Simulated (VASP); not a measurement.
# Ge15Se17 (a cell with a defect) in VASP: notebook, part 2 of 2

VASP 6.6.1. Earlier steps stand in the parts before.

## (3) Single point, HSE06, collinear spin, ferromagnetic start

Input file POSCAR:

```
Ge15Se17                                
1.0
    0.0000000000      7.7675420000     -4.5225270000
    0.0000000000     -7.7675420000     -4.5225270000
  -11.1847690000      0.0000000000      0.0000000000
  Se              Ge            
    17    15
Direct
     0.9932788860329518    0.0931472727798618    0.8581437432466943
     0.1867210334421174    0.3118760965636010    0.1421354426049098
     0.4378926492835911    0.0619969789848174    0.1484557225508892
     0.9344456179916678    0.5605377910549756    0.1486276852830247
     0.6857091896700130    0.8114322456193228    0.1456572517909430
     0.4512015825551144    0.5789774253825039    0.6385792020242338
     0.7018221749519808    0.3116982779334591    0.6364370534930307
     0.1856901634912335    0.8292318798466700    0.6399510869860717
     0.9223059075764388    0.0475938962242423    0.6536693929080976
     0.8172375054652021    0.1895528106405814    0.3512088863558479
     0.0654252631520769    0.9419571980412723    0.3503174375010539
     0.5593091152584565    0.4345370886730648    0.3557400659124543
     0.3093918046772555    0.6852296173853653    0.3551494164502361
     0.1070989562847962    0.5070347595574443    0.8654805388180843
     0.3842706454333702    0.2319241518029209    0.8651503159508319
     0.8048926220353111    0.6795483690326032    0.8541917770094418
     0.5498497716833122    0.9299827280358438    0.8572809601595012
     0.2264510866513946    0.8456689843291355    0.8705449495754533
     0.7244341069432200    0.3657944382673199    0.8630389759891890
     0.4736865867409428    0.6030267383214981    0.8681501396194361
     0.1353100699637441    0.2601515325886070    0.3685559904141298
     0.3785536381003204    0.0035732277734034    0.3755817195918761
     0.8771783162794560    0.5023084960686521    0.3765585258154283
     0.6257195064174969    0.7510709898956602    0.3738537966469068
     0.1287024530641299    0.5149688199846321    0.6395599300216559
     0.3890144297906631    0.2553054191991156    0.6387070872958281
     0.8534315552510395    0.7284713727664113    0.6291720501114789
     0.6004103938442736    0.9766658687543774    0.6348390217275173
     0.2504517605798967    0.6273753166664826    0.1253031182100822
     0.5034527048173802    0.3775148018469056    0.1258411419355500
     0.0018759672593232    0.8764061734388231    0.1211533888270998
     0.7539620553118149    0.1292210925404185    0.1216465151730294
```

Input file INCAR.step1:

```
SYSTEM = Ge15Se17
PREC     = Normal         ! precision mode
ENCUT    = 400            ! plane-wave cutoff, eV
EDIFF    = 1E-5           ! SCF threshold, eV
ISMEAR   = 0              ! smearing method
SIGMA    = 0.01           ! smearing width, eV
LREAL    = Auto         
LASPH    = .True.         ! aspherical terms in the spheres
NELM     = 150            ! most SCF steps
ALGO     = Normal         ! electronic algorithm
ISIF     = 2              ! what is computed and relaxed
LWAVE    = .True.         ! write WAVECAR
ISPIN    = 2              ! spin polarisation
MAGMOM   = 0.25 0 0 0 0 0 0 0 0.25 0 0 0 0 0.25 0.25 0 0 0 0 0 0 0 0 0 0 0 0 0 0 0 0 0 ! initial moments
LORBIT   = 11             ! projections on sites
NBANDS   = 182            ! bands
AMIX     = 0.2          
BMIX     = 1E-4         
AMIX_MAG = 0.8          
BMIX_MAG = 1E-4         
ICORELEVEL= 1            
NELECT   = 313.0        
GGA      = PE             ! functional
LUSENCCL = .False.
```

Input file INCAR.step2:

```
SYSTEM = Ge15Se17
PREC     = Normal         ! precision mode
ENCUT    = 400            ! plane-wave cutoff, eV
EDIFF    = 1E-6           ! SCF threshold, eV
ISMEAR   = 0              ! smearing method
SIGMA    = 0.01           ! smearing width, eV
LREAL    = Auto         
LASPH    = .True.         ! aspherical terms in the spheres
NELM     = 150            ! most SCF steps
ALGO     = Normal         ! electronic algorithm
ISIF     = 2              ! what is computed and relaxed
LWAVE    = .False.        ! write WAVECAR
LCHARG   = .False.        ! write CHGCAR
ISPIN    = 2              ! spin polarisation
MAGMOM   = 0.25 0 0 0 0 0 0 0 0.25 0 0 0 0 0.25 0.25 0 0 0 0 0 0 0 0 0 0 0 0 0 0 0 0 0 ! initial moments
LORBIT   = 11             ! projections on sites
GGA      = PE             ! functional
LHFCALC  = .True.         ! exact exchange
HFSCREEN = 0.2            ! screening, 1/A
PRECFOCK = Fast         
NBANDS   = 182            ! bands
AMIX     = 0.2          
BMIX     = 1E-4         
AMIX_MAG = 0.8          
BMIX_MAG = 1E-4         
ICORELEVEL= 1            
NELECT   = 313.0        
ISTART   = 1            
LUSENCCL = .False.
```

Input file KPOINTS:

```
regular mesh
0
Gamma
  1 1 1
  0 0 0
```

Potentials or basis: VASP PAW PBE potentials, release 64 (Se, Ge_d).

Run with:

```
cat potpaw_PBE.64/Se/POTCAR potpaw_PBE.64/Ge_d/POTCAR > POTCAR
cp INCAR.step1 INCAR
mpirun -np 1 vasp_gam > vasp.out
cp INCAR.step2 INCAR
mpirun -np 1 vasp_gam > vasp.out
```

Run time: 24 min. Hardware: 1 × NVIDIA H100 80GB with 1 thread of AMD EPYC 7R13 (Zen 3), shared host; peak memory 1.4 GiB.

The run converged. Its results:

```
Free energy                                           : -159.1944 eV
Largest force                                         : 0.685 eV/Å
Band gap on the k mesh                                : 0.71 eV, direct
Net moment                                            : 1.00 μB per cell
Site moments                                          : Se +0.23, +0.00, +0.01, +0.02, -0.00, +0.04, +0.15, -0.01; Ge +0.01, +0.07, +0.00, +0.02, -0.00 μB
Valence electrons inside the program's atomic spheres : Se 3.76, 3.87, 3.86, 3.83, 3.85, 3.82; Ge 12.11, 12.13, 12.12, 12.10
```

Forces in eV/Å, atoms in the order of the input:
```
Se   0.525  0.037 -0.224
Se  -0.125 -0.021  0.008
Se  -0.163 -0.037 -0.087
Se  -0.173  0.043 -0.054
Se  -0.224  0.013 -0.042
Se   0.165 -0.001 -0.001
Se   0.015 -0.327  0.083
Se   0.056  0.330  0.040
Se  -0.416  0.039  0.196
Se   0.068 -0.006  0.045
Se  -0.012  0.013 -0.025
Se   0.167 -0.031 -0.037
Se   0.157  0.062 -0.099
Se   0.326 -0.179 -0.351
Se   0.302 -0.121 -0.208
Se   0.171  0.467  0.470
Se   0.111 -0.340  0.063
Ge   0.360  0.043  0.222
Ge   0.340  0.025  0.027
Ge   0.335  0.011  0.248
Ge   0.354  0.011 -0.124
Ge   0.375 -0.032 -0.014
Ge   0.349 -0.003 -0.031
Ge   0.369 -0.014  0.037
Ge  -0.585  0.082 -0.217
Ge  -0.488 -0.073 -0.225
Ge  -0.342  0.053  0.161
Ge  -0.364 -0.017  0.135
Ge  -0.417 -0.007 -0.004
Ge  -0.457  0.006 -0.026
Ge  -0.413 -0.065  0.017
Ge  -0.367  0.041  0.017
```

Levels at points of the mesh, in eV from the valence-band top:
Spin up:
```csv
k point,band 155,band 156,band 157,band 158,band 159,band 160
"(0.00, 0.00, 0.00)",-0.37,-0.21,-0.04,1.41,1.74,1.81
```
Spin down:
| k point | band 153 | band 154 | band 155 | band 156 | band 157 | band 158 | band 159 | band 160 |
| --- | --- | --- | --- | --- | --- | --- | --- | --- |
| (0.00, 0.00, 0.00) | -0.73 | -0.64 | -0.28 | 0.00 | 0.71 | 1.44 | 1.76 | 1.83 |

Core levels (eV, on the scale of the bands):
| atom | levels |
| --- | --- |
| 1 Se | 1s -12494.4, 2s -1597.8, 2p -1404.2, 3s -204.3, 3p -143.8, 3d -44.0 |
| 2 Se | 1s -12494.3, 2s -1597.7, 2p -1404.1, 3s -204.3, 3p -143.8, 3d -44.0 |
| 3 Se | 1s -12494.2, 2s -1597.7, 2p -1404.0, 3s -204.2, 3p -143.7, 3d -43.9 |
| 4 Se | 1s -12494.2, 2s -1597.7, 2p -1404.0, 3s -204.3, 3p -143.7, 3d -43.9 |
| 5 Se | 1s -12494.2, 2s -1597.6, 2p -1404.0, 3s -204.2, 3p -143.7, 3d -43.9 |
| 6 Se | 1s -12494.2, 2s -1597.6, 2p -1404.0, 3s -204.2, 3p -143.7, 3d -43.8 |

Caveat: the cell is charged against a uniform background, so pressure and absolute levels hang on convention; the PAW data sets were made with another functional, which shifts forces and pressure a little.
